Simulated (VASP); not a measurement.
A run of VASP 6.6.1:

Contents of run.py:

```python
from ase.calculators.vasp import Vasp
from ase.dft.bandgap import bandgap
from ase.io import read

atoms = read('Sn.cif')
calc = Vasp(
    directory='calc',
    xc='revpbe',
    pp='PBE',
    setups='minimal',
    pp_version='54',
    prec='Accurate',
    encut=500,
    ediff=1e-06,
    ismear=1,
    sigma=0.2,
    lreal=False,
    lasph=True,
    nelm=100,
    algo='Fast',
    isif=2,
    lwave=False,
    lcharg=False,
    ivdw=1,
    kpts=[7, 7, 7],
    gamma=True,
)
atoms.calc = calc

print('energy (eV):', atoms.get_potential_energy())
print('free energy (eV):', atoms.get_potential_energy(force_consistent=True))
print('forces (eV/A):')
print(atoms.get_forces())
print('stress (eV/A^3, Voigt):', atoms.get_stress())
print('Fermi level (eV):', calc.get_fermi_level())
gap, top, bottom = bandgap(calc)
print('band gap (eV):', gap, 'from (spin, k, band)', top, 'to', bottom)
```

Sn.cif

```cif
data_Sn
_cell_length_a 4.57263724
_cell_length_b 4.57263724
_cell_length_c 4.57263724
_cell_angle_alpha 60.00000000
_cell_angle_beta 60.00000000
_cell_angle_gamma 60.00000000
_space_group_name_H-M_alt 'P1'
_space_group_name_Hall 'P 1'
_space_group_IT_number 1
loop_
_space_group_symop_operation_xyz
'x,y,z'
loop_
_atom_site_label
_atom_site_type_symbol
_atom_site_symmetry_multiplicity
_atom_site_Wyckoff_symbol
_atom_site_fract_x
_atom_site_fract_y
_atom_site_fract_z
_atom_site_occupancy
Sn1 Sn 1 a 0.7500000000 0.7500000000 0.7500000000 1
Sn2 Sn 1 a 0.5000000000 0.5000000000 0.5000000000 1
```

Potentials or basis: VASP PAW PBE potentials, release 54 (Sn).

The run is started by

```console
$ python run.py
```

Hardware: 1 thread of Intel(R) Xeon(R) Platinum 8488C (Sapphire Rapids) (shared host).

Problem. Estimate the wall time of this run.

Solution. Run time: 13 s on 1 thread of Intel(R) Xeon(R) Platinum 8488C (Sapphire Rapids) (shared host), peak memory 0.2 GiB. Counts: scf iterations 13, k points 20.
